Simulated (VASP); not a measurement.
A run of VASP 6.6.1 is set up as follows.

The input INCAR:

```
PREC = Accurate
ENCUT = 600
EDIFF = 1E-6
ISMEAR = -1
SIGMA = 0.05
LREAL = F
LASPH = T
NELM = 60
ALGO = Normal
ISIF = 3
LWAVE = F
LCHARG = F
GGA = PS
IBRION = 2
NSW = 60
EDIFFG = -0.01
PSTRESS = 200
```

The input KPOINTS:

```
regular mesh
0
Gamma
  10 10 10
```

Contents of POSCAR:

```
Lu
1.0
   -1.9541071088      1.9541071088      1.9541071088
    1.9541071088     -1.9541071088      1.9541071088
    1.9541071088      1.9541071088     -1.9541071088
Lu
1
Direct
    0.0000000000      0.0000000000      0.0000000000
```

Potentials or basis: VASP PAW PBE potentials, release 64 (Lu).

Launch:

```sh
$ cat potpaw_PBE.64/Lu/POTCAR > POTCAR
$ mpirun -np 1 vasp_std > vasp.out
```

**Question.** What does it give for the space group after relaxing (to 0.05 Å)?

**Answer.** Im-3m (No. 229).

**Question.** Predict the band gap on the k mesh.

**Answer.** None (metal or under the smearing width).

**Question.** Predict the relaxed volume.

**Answer.** 21.22 Å³/atom.

**Question.** What does it give for the relaxed cell?

**Answer.** a = 3.021 Å, b = 3.021 Å, c = 3.021 Å, α = 109.47°, β = 109.47°, γ = 109.47°.

Step by step:
```csv
step,energy change (eV),largest force (eV/Å),pressure (GPa),volume (Å³)
1,0.0000,0.0000,-2.50,29.85
2,1.9541,0.0000,76.48,15.16
3,0.2745,0.0000,18.16,21.69
4,0.3119,0.0000,19.04,21.37
5,0.3535,0.0000,21.70,21.04
6,0.3303,0.0000,20.12,21.22
7,0.3247,0.0000,19.73,21.26
8,0.3285,0.0000,19.81,21.23
9,0.3296,0.0000,19.79,21.22
10,0.3300,0.0000,19.76,21.22
11,0.3302,0.0000,20.76,21.22
12,0.3301,0.0000,19.80,21.22
13,0.3301,0.0000,20.21,21.22
14,0.3301,0.0000,19.78,21.22
15,0.3301,0.0000,19.98,21.22
```

Caveat: the cell is relaxed towards a set pressure, so the enthalpy falls and the energy may rise; the volume moved by over 15 % at a fixed basis, so the end points are rough; the PAW data sets were made with another functional, which shifts forces and pressure a little. Spin-orbit coupling is left out, which matters for the levels of Lu.
